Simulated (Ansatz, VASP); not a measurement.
**One calculation of BN, two programs**

File INCAR:

```
PREC     = Accurate       # precision mode
ENCUT    = 520            # plane-wave cutoff, eV
EDIFF    = 1E-7           # SCF threshold, eV
ISMEAR   = 0              # smearing method
SIGMA    = 0.01           # smearing width, eV
LREAL    = False          # projectors in reciprocal space
LASPH    = True           # aspherical terms in the spheres
NELM     = 60             # most SCF steps
ALGO     = Normal         # electronic algorithm
ISIF     = 2              # what is computed and relaxed
LWAVE    = False          # write WAVECAR
LCHARG   = False          # write CHGCAR
NBANDS   = 11             # bands
```

KPOINTS

```
Automatic mesh
0
Gamma
  12 12 12
```

The input POSCAR:

```
BN
1.0
    0.0000000000      1.7458259068      1.7458259068
    1.7458259068      0.0000000000      1.7458259068
    1.7458259068      1.7458259068      0.0000000000
B N
1 1
Direct
    0.0000000000      0.0000000000      0.0000000000
    0.5000000000      0.5000000000      0.5000000000
```

Input for Ansatz:

```yaml
crystal:
  lattice:
    - [0.0, 1.7458259068, 1.7458259068]
    - [1.7458259068, 0.0, 1.7458259068]
    - [1.7458259068, 1.7458259068, 0.0]
  atoms:
    - { symbol: B, position: [0.0, 0.0, 0.0] }
    - { symbol: "N", position: [0.5, 0.5, 0.5] }
kpoints:
  mp_grid: { grid: [12, 12, 12] }
  band_path:
    path:
      - [0.0, 0.0, 0.0]
      - [0.5, 0.0, 0.5]
      - [0.625, 0.25, 0.625]
      - [0.375, 0.375, 0.75]
      - [0.5, 0.5, 0.5]
      - [0.5, 0.25, 0.75]
      - [0.0, 0.166667, -0.167969]
      - [0.0, 0.5, 0.5]
    npoints: 1
hamiltonian:
  xc: lda
scf:
  occupations: { method: fixed }
  n_extra_bands: 4
output:
  forces: true
  stress: true
  eigenvalues: true
```

Alike in both runs: task single point; functional LDA; k mesh 12 × 12 × 12; no spin polarisation.

|  | VASP | Ansatz |
| --- | --- | --- |
| version | VASP 6.6.1 | Ansatz 0.2.0 |
| potentials or method | VASP PAW LDA potentials, release 64 (B, N) | plane waves, PAW |
| plane-wave cutoff (eV) | 520 | 420 |
| occupations | gaussian, width 0.01 eV | fixed |
| valence electrons in the cell | 8 | 8 |

|  | VASP | Ansatz | Ansatz less VASP |
| --- | --- | --- | --- |
| gap on the k mesh at the Fermi level (eV) | 1.35 | 1.36 | +0.013 |
| pressure (GPa) | -10.3 | -11.0 | -0.71 |

A k mesh can miss the band edges. As with any semilocal functional, this LDA gap is likely too small.
